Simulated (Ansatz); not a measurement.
# SnSe2 (P-3m1) in Ansatz: further runs

The runs below take SnSe2 through single point, equation of state, with PBE+D4.

Everything below comes from runs of Ansatz 0.2.0. Logs are shortened: lines on timing, memory, paths and dates and some standing lists are left out, and cuts for length are marked.

### 1 The crystal as given

Symmetry: P-3m1, No. 164, trigonal system. The conventional cell has a = 3.811 Å, b = 3.811 Å, c = 6.136 Å, α = 90.00°, β = 90.00°, γ = 120.00°. Sn (site symmetry -3m) has 6 Se at 2.68 Å as nearest neighbours. Around Se (site symmetry 3m) lie 3 Sn at 2.68 Å.

### 2 Single point, PBE+D4, 24.18 Å³/atom (volume scaled by 0.94)

input.yaml

```yaml
crystal:
  lattice:
    - [3.7332026603, 0.0, 0.0]
    - [-1.8666013302, 3.2330483413, 0.0]
    - [0.0, 0.0, 6.0107403631]
  atoms:
    - { symbol: Sn, position: [0.0, 0.0, 0.0] }
    - { symbol: Se, position: [0.6666666667, 0.3333333333, 0.751] }
    - { symbol: Se, position: [0.3333333333, 0.6666666667, 0.249] }
hamiltonian:
  xc: pbe
  pseudopotentials: { kind: paw }
  dispersion: d4
kpoints:
  mp_grid: { grid: [8, 8, 5] }
scf:
  occupations: { method: fermi_dirac, width: 0.05 }
output:
  forces: true
  stress: true
  eigenvalues: true
  write_density: true
  write_potential: true
  elf: true
  volumetric_format: npy
```

Potentials or basis: Ansatz PAW.

On the command line:

```bash
$ ansatz run input.yaml --threads 2 --pin off --max-ram 5120MiB --backend cpu --events-out ev --progress --plain --runs-dir out
```

The program printed:

```text
Warning: RAYON_NUM_THREADS=2 ignored (pool sized by the plan → 2); use --threads N
Engine: ansatz 0.2.0, x86_64-unknown-linux-gnu
Pseudopotentials: kind: paw
Pseudopotential: Sn, paw, valence charge 14, recommended cutoff 420 eV (normal), Sn.paw.azcp
Pseudopotential: Se, paw, valence charge 16, recommended cutoff 420 eV (normal), Se.paw.azcp
Functional definition: PBE
  parameter kappa = 0.804
  parameter beta = 0.06672455060314922
  exchange = pbe_x(kappa = kappa, mu = beta*pi^2/3)
  correlation = pbe_c(beta = beta)
Crystal: 3 atoms, lattice volume = 72.547 Å³
Basis set: ecut = 420 eV, 1413 PW (Γ), exchange–correlation on 50×50×90 points (8 copies of the dense FFT grid, shifted against one another)
Bands: 28, of which v1, the nominal top of the filled ones, is band 23 counted from 1 (22 counted from 0)
Symmetry: 12 space group operations
Space group: P-3m1 (ITA 164), of the structure as read, at distance tolerance 4.2e-5 Å
k-points: 40 of 320
Non-local potential: Sn, projectors of the file, l = 0: 2, l = 1: 2, l = 2: 2, l = 3: 2
Non-local potential: Se, projectors of the file, l = 0: 2, l = 1: 2, l = 2: 3, l = 3: 1
PAW form: soft (Blöchl's): semilocal exchange-correlation on the pseudo side does not see the compensation charge
PAW one-centre angular grid: Sn, 590 points (default); XC on 64 Gauss nodes
PAW one-centre angular grid: Se, 590 points (default); XC on 64 Gauss nodes
Initial density: superposition of atomic densities (neutral atoms: chi_scale 0, normalization atom), corrected by the library's trained network
Initial wavefunctions: pseudopotential atomic-orbital guess
Functional: x = pbe(κ = 0.804, μ = 0.2195149727645171), c = pbe(β = 0.06672455060314922)
SCF iter   1: F=—  HF=-16964.296747 eV  |F-HF|=—  |Δ(HF+E_count)|=         —  Δρ=1.51e-3  dr2=1.67e-3  ethr=1.77e-3  ⟨swp⟩=6.5  Hψ=5000  notcnv=0
preconditioner: auto → Resta (q_TF=auto, 2.529 Å⁻¹)  ε∞=2.8  [insulator: Δε(μ)=0.904 eV  Ē_g=16.542 eV  σ=0.050 eV  W_gap=1.00  n_scr=22 (ndim 8)  ℏωp=22.2 eV  f_vac=0.061  D(μ)=0.00/eV (n_scr^D=0)  ε∞_Penn≈2.8]
SCF iter   2: F=—  HF=-16964.295582 eV  |F-HF|=—  |Δ(HF+E_count)|=   1.16e-3  Δρ=7.47e-4  dr2=2.69e-4  ethr=3.64e-6  ⟨swp⟩=2.6  Hψ=2228  notcnv=0
SCF iter   3: F=—  HF=-16964.295691 eV  |F-HF|=—  |Δ(HF+E_count)|=   1.08e-4  Δρ=3.00e-4  dr2=3.58e-5  ethr=5.84e-7  ⟨swp⟩=2.3  Hψ=1971  notcnv=0
SCF iter   4: F=—  HF=-16964.295705 eV  |F-HF|=—  |Δ(HF+E_count)|=   1.44e-5  Δρ=9.53e-5  dr2=4.59e-6  ethr=7.78e-8  ⟨swp⟩=2.9  Hψ=2017  notcnv=0
SCF iter   5: F=—  HF=-16964.295709 eV  |F-HF|=—  |Δ(HF+E_count)|=   3.65e-6  Δρ=1.81e-5  dr2=2.92e-7  ethr=9.98e-9  ⟨swp⟩=2.0  Hψ=1522  notcnv=0
SCF iter   6: F=-16964.295709 eV  HF=-16964.295709 eV  |F-HF|=4.77e-8  |Δ(HF+E_count)|=   2.68e-7  Δρ=7.16e-6  dr2=4.27e-8  ethr=2.17e-10  ⟨swp⟩=10.9  Hψ=8546  notcnv=0
SCF 1 converged in 6 iterations: F = -16964.295709 eV  dr2 = 4.27e-8
SCF converged after 6 iterations
Free energy (F): -16964.295709 eV
Harris-Foulkes:  -16964.295709 eV  (|F-HF|=4.77e-8)
Internal energy: -16964.295700 eV  (E = F + TS)
E sigma→0 (E₀):  -16964.295705 eV
Entropy (-TS):   -0.000009 eV (-0.003 meV/atom)
Fermi energy:    9.510429 eV
--- Per-component energies (eV) ---
  E_band       = -820.027610
  E_kinetic    = 430.131268
  E_local      = -5947.079148  (includes V_loc(G=0)·N_el)
  E_nonlocal   = -1222.615831
  E_hartree    = 3069.235157
  E_xc         = -591.960848
  E_vxc        = -294.239192  (∫ρ·V_xc dr)
  E_paw        = -7963.849744  (= ΣΔE_a)
  E_vpaw       = 75.309259  (= ΣTr[D̂ρ^β])
  E_aug_tail   = -0.001165  (compensation charges beyond the density's cutoff)
  E_ewald      = -4736.893041
  E_disp       = -1.262349  (pairwise vdW)
  E_smearing   = -0.000009  (= −TS)
  E_closure    = 0.000000  (closes the sum)
  Σ components = -16964.295709   (vs F -16964.295709, Δ=0.00e0)
--- Forces (eV/Å), atoms counted from 1 ---
  atom   1  Sn    -0.00000000    -0.00000000     0.00000000
  atom   2  Se    -0.00000000     0.00000000    -1.48690141
  atom   3  Se     0.00000000    -0.00000000     1.48690141
  max |Σ_I F_I| component: 1.39e-17 eV/Å
--- Stress (GPa, compression-positive) ---
        8.260160       0.000000      -0.000000
        0.000000       8.260160      -0.000000
        0.000000      -0.000000       9.579887
  P = ⅓ Tr σ = 8.7001 GPa (87.001 kbar)
--- Band table (eV; the first three rows and the last of 40) ---
  k-point 0: bands = ["-37.8059", "-37.8059", "-37.8059", "-37.8059", "-37.7704", "-37.7704", "-37.7695", "-37.7695", "-37.7558", "-37.7555", "-12.3137", "-12.3137", "-12.2614", "-12.2426", "-12.2426", "-5.4372", "-3.4189", "2.7942", "8.2837", "8.2837", "8.6218", "8.6218", "9.0603", "10.4597", "12.0346", "13.8143", "13.8143", "17.2530"]
  k-point 1: bands = ["-37.8059", "-37.8059", "-37.8059", "-37.8059", "-37.7703", "-37.7703", "-37.7696", "-37.7696", "-37.7557", "-37.7555", "-12.3137", "-12.3137", "-12.2613", "-12.2426", "-12.2426", "-5.3808", "-3.5494", "3.1216", "8.1412", "8.2424", "8.2424", "8.6872", "8.6872", "11.1159", "12.0587", "13.7048", "13.7048", "17.4806"]
  k-point 2: bands = ["-37.8059", "-37.8059", "-37.8059", "-37.8059", "-37.7702", "-37.7702", "-37.7698", "-37.7698", "-37.7557", "-37.7556", "-12.3137", "-12.3137", "-12.2612", "-12.2426", "-12.2426", "-5.2739", "-3.7682", "3.7912", "6.9857", "8.1942", "8.1942", "8.7759", "8.7759", "11.7193", "12.0753", "13.5372", "13.5372", "17.4298"]
  k-point 39: bands = ["-37.8056", "-37.8055", "-37.8053", "-37.8052", "-37.7704", "-37.7702", "-37.7701", "-37.7699", "-37.7551", "-37.7551", "-12.3614", "-12.3242", "-12.2513", "-12.2306", "-12.2169", "-3.1502", "-2.9106", "1.3554", "4.3062", "4.6783", "5.4441", "8.3185", "8.6201", "11.5672", "13.9874", "14.2141", "15.5666", "16.4712"]
```

Run time: 3.1 s. Hardware: 2 threads of Intel Xeon Platinum 8375C at 2.90GHz (Ice Lake), shared host; peak memory 0.45 GiB.

Results:

```yaml
Free_energy: -16964.2957 eV
Pressure: 8.7 GPa
Largest_force: 1.487 eV/Å
Band_gap_on_the_k_mesh: 0.89 eV, indirect (least direct gap 1.40 eV)
```

Caveat: odd divisions of the mesh miss points on the zone boundary, where band edges often lie, so the gap on the mesh can be too wide; spin-orbit coupling is left out, which moves the levels of the heavy elements; forces of over 1 eV/Å show positions far from the minimum, so gaps and moduli don't describe the material at rest.

### 3 Single point, PBE+D4, 24.70 Å³/atom (volume scaled by 0.96)

Edit input.yaml of step 2 so:

```diff
@@ -2,5 +2,5 @@
   lattice:
-    - [3.7332026603, 0.0, 0.0]
-    - [-1.8666013302, 3.2330483413, 0.0]
-    - [0.0, 0.0, 6.0107403631]
+    - [3.7594936861, 0.0, 0.0]
+    - [-1.8797468431, 3.2558170375, 0.0]
+    - [0.0, 0.0, 6.0530709152]
   atoms:
@@ -21,5 +21 @@
   eigenvalues: true
-  write_density: true
-  write_potential: true
-  elf: true
-  volumetric_format: npy
```

Potentials or basis: Ansatz PAW.

On the command line:

```bash
$ ansatz run input.yaml --threads 2 --pin off --max-ram 5120MiB --backend cpu --events-out ev --progress --plain --runs-dir out
```

Wall time 3 s (2 threads of Intel Xeon Platinum 8375C at 2.90GHz (Ice Lake), shared host); peak memory 0.45 GiB.

It converged, with:

| Quantity | Value |
| --- | --- |
| Free energy | -16964.3694 eV |
| Pressure | 6.6 GPa |
| Largest force | 1.239 eV/Å |
| Band gap on the k mesh | 0.86 eV, indirect (least direct gap 1.29 eV) |

Caveat: odd divisions of the mesh miss points on the zone boundary, where band edges often lie, so the gap on the mesh can be too wide; spin-orbit coupling is left out, which moves the levels of the heavy elements; forces of over 1 eV/Å show positions far from the minimum, so gaps and moduli don't describe the material at rest.

### 4 Single point, PBE+D4, 25.21 Å³/atom (volume scaled by 0.98)

Edit input.yaml of step 3 so:

```diff
@@ -2,5 +2,5 @@
   lattice:
-    - [3.7594936861, 0.0, 0.0]
-    - [-1.8797468431, 3.2558170375, 0.0]
-    - [0.0, 0.0, 6.0530709152]
+    - [3.7854220481, 0.0, 0.0]
+    - [-1.8927110241, 3.2782716577, 0.0]
+    - [0.0, 0.0, 6.0948175511]
   atoms:
```

On the command line:

```bash
$ ansatz run input.yaml --threads 2 --pin off --max-ram 5120MiB --backend cpu --events-out ev --progress --plain --runs-dir out
```

Wall time 2.2 s (2 threads of Intel Xeon Platinum 8375C at 2.90GHz (Ice Lake), shared host); peak memory 0.45 GiB.

Results (log left out):

```
Free energy            : -16964.4245 eV
Pressure               : 4.8 GPa
Largest force          : 1.010 eV/Å
Band gap on the k mesh : 0.84 eV, indirect (least direct gap 1.19 eV)
```

Caveat: odd divisions of the mesh miss points on the zone boundary, where band edges often lie, so the gap on the mesh can be too wide; spin-orbit coupling is left out, which moves the levels of the heavy elements; forces of over 1 eV/Å show positions far from the minimum, so gaps and moduli don't describe the material at rest.

### 5 Single point, PBE+D4, 25.73 Å³/atom

Edit input.yaml of step 4 so:

```diff
@@ -2,5 +2,5 @@
   lattice:
-    - [3.7854220481, 0.0, 0.0]
-    - [-1.8927110241, 3.2782716577, 0.0]
-    - [0.0, 0.0, 6.0948175511]
+    - [3.811, 0.0, 0.0]
+    - [-1.9055, 3.3004228138, 0.0]
+    - [0.0, 0.0, 6.136]
   atoms:
```

On the command line:

```bash
$ ansatz run input.yaml --threads 2 --pin off --max-ram 5120MiB --backend cpu --events-out ev --progress --plain --runs-dir out
```

Wall time 2.6 s (2 threads of Intel Xeon Platinum 8375C at 2.90GHz (Ice Lake), shared host); peak memory 0.45 GiB.

It converged, with:

- Free energy: -16964.4626 eV
- Pressure: 3.2 GPa
- Largest force: 0.799 eV/Å
- Band gap on the k mesh: 0.81 eV, indirect (least direct gap 1.10 eV)

Caveat: odd divisions of the mesh miss points on the zone boundary, where band edges often lie, so the gap on the mesh can be too wide; spin-orbit coupling is left out, which moves the levels of the heavy elements.

### 6 Single point, PBE+D4, 26.24 Å³/atom (volume scaled by 1.02)

Edit input.yaml of step 5 so:

```diff
@@ -2,5 +2,5 @@
   lattice:
-    - [3.811, 0.0, 0.0]
-    - [-1.9055, 3.3004228138, 0.0]
-    - [0.0, 0.0, 6.136]
+    - [3.8362391461, 0.0, 0.0]
+    - [-1.9181195731, 3.3222805555, 0.0]
+    - [0.0, 0.0, 6.1766369459]
   atoms:
```

Potentials or basis: Ansatz PAW.

On the command line:

```bash
$ ansatz run input.yaml --threads 2 --pin off --max-ram 5120MiB --backend cpu --events-out ev --progress --plain --runs-dir out
```

Wall time 2.5 s (2 threads of Intel Xeon Platinum 8375C at 2.90GHz (Ice Lake), shared host); peak memory 0.45 GiB.

Results (log left out):

* Free energy: -16964.4858 eV
* Pressure: 1.7 GPa
* Largest force: 0.604 eV/Å
* Band gap on the k mesh: 0.78 eV, indirect (least direct gap 1.02 eV)

Caveat: odd divisions of the mesh miss points on the zone boundary, where band edges often lie, so the gap on the mesh can be too wide; spin-orbit coupling is left out, which moves the levels of the heavy elements.

### 7 Single point, PBE+D4, 26.76 Å³/atom (volume scaled by 1.04)

Edit input.yaml of step 6 so:

```diff
@@ -2,5 +2,5 @@
   lattice:
-    - [3.8362391461, 0.0, 0.0]
-    - [-1.9181195731, 3.3222805555, 0.0]
-    - [0.0, 0.0, 6.1766369459]
+    - [3.861150488, 0.0, 0.0]
+    - [-1.930575244, 3.3438544104, 0.0]
+    - [0.0, 0.0, 6.2167461018]
   atoms:
```

On the command line:

```bash
$ ansatz run input.yaml --threads 2 --pin off --max-ram 5120MiB --backend cpu --events-out ev --progress --plain --runs-dir out
```

Wall time 2.7 s (2 threads of Intel Xeon Platinum 8375C at 2.90GHz (Ice Lake), shared host); peak memory 0.45 GiB.

Results (log left out):

| Item | Value |
| --- | --- |
| Free energy | -16964.4955 eV |
| Pressure | 0.4 GPa |
| Largest force | 0.424 eV/Å |
| Band gap on the k mesh | 0.76 eV, indirect (least direct gap 0.94 eV) |

Caveat: odd divisions of the mesh miss points on the zone boundary, where band edges often lie, so the gap on the mesh can be too wide; spin-orbit coupling is left out, which moves the levels of the heavy elements.

### 8 Single point, PBE+D4, 27.27 Å³/atom (volume scaled by 1.06)

Edit input.yaml of step 7 so:

```diff
@@ -2,5 +2,5 @@
   lattice:
-    - [3.861150488, 0.0, 0.0]
-    - [-1.930575244, 3.3438544104, 0.0]
-    - [0.0, 0.0, 6.2167461018]
+    - [3.8857444663, 0.0, 0.0]
+    - [-1.9428722331, 3.3651534204, 0.0]
+    - [0.0, 0.0, 6.2563442784]
   atoms:
@@ -21 +21,5 @@
   eigenvalues: true
+  write_density: true
+  write_potential: true
+  elf: true
+  volumetric_format: npy
```

On the command line:

```bash
$ ansatz run input.yaml --threads 2 --pin off --max-ram 5120MiB --backend cpu --events-out ev --progress --plain --runs-dir out
```

It took 3.5 s on 2 threads of Intel Xeon Platinum 8375C at 2.90GHz (Ice Lake), shared host; peak memory 0.47 GiB.

Results (log left out):

| Item | Value |
| --- | --- |
| Free energy | -16964.4931 eV |
| Pressure | -0.8 GPa |
| Largest force | 0.258 eV/Å |
| Band gap on the k mesh | 0.73 eV, indirect (least direct gap 0.87 eV) |

Caveat: odd divisions of the mesh miss points on the zone boundary, where band edges often lie, so the gap on the mesh can be too wide; spin-orbit coupling is left out, which moves the levels of the heavy elements.

### 9 Equation of state, PBE+D4

Potentials or basis: Ansatz PAW.

This step only gathers the single runs of the series.

What came out:

| Quantity | Value |
| --- | --- |
| Equilibrium volume | 26.90 Å³/atom |
| Bulk modulus at fixed shape and positions | 63 GPa |
| Pressure derivative of the bulk modulus | 4.7 |

Energy against volume, from the lowest point:
```
volume (Å³/atom)  energy (meV/atom)
          24.182              66.59
          24.697              42.01
          25.212              23.68
          25.726              10.95
          26.241               3.23
          26.755               0.00
          27.270               0.79
```

Caveat: the cell was scaled at fixed shape and fractional positions, which overstates the stiffness of a crystal with free parameters, most of all of layers and chains.
